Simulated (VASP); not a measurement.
Wanted: the native input for a VASP 6.6.1 run.

```
Task                   : single point
Functional             : PBEsol
Potentials or basis    : VASP PAW PBE potentials, release 64 (Pt)
Cutoff                 : 520 eV
k mesh                 : 12 × 12 × 16
Occupations            : gaussian, width 0.1 eV
Spin                   : no spin polarisation
Dipole correction      : no
Further INCAR settings : ALGO = Fast; EDIFF = 1e-07; NBANDS = 11; ISYM = 0
```

The structure of Pt lies in POSCAR:

```
Pt
1.0
    2.8679136055      0.0000000000      0.0000000000
   -1.4339568027      2.4836860382      0.0000000000
    1.4339568027      0.8278953461      2.1701944461
Pt
1
Direct
    0.0000000000      0.0000000000      0.0000000000
```

This isn't the form of Pt at room conditions, which is fcc.

The input as run:

INCAR

```
  PREC = Accurate
  ENCUT = 520
  EDIFF = 1E-7
  ISMEAR = 0
  SIGMA = 0.1
  LREAL = F
  LASPH = T
  NELM = 100
  ALGO = Fast
  ISIF = 2
  LWAVE = F
  LCHARG = F
  GGA = PS
  NBANDS = 11
  ISYM = 0
```

KPOINTS

```
regular mesh
0
Gamma
  12 12 16
```

Potentials or basis: VASP PAW PBE potentials, release 64 (Pt).

Run with:

```bash
$ cat potpaw_PBE.64/Pt/POTCAR > POTCAR
$ mpirun -np 1 vasp_std > vasp.out
```

It gave:

* Pressure: -6.3 GPa
* Band gap on the k mesh: none (metal or under the smearing width)

Caveat: the PAW data sets were made with another functional, which shifts forces and pressure a little.

Run time: 2.4 min on 1 thread of AMD EPYC 9R45 96-Core Processor (Zen 5) (shared host), peak memory 0.28 GiB.
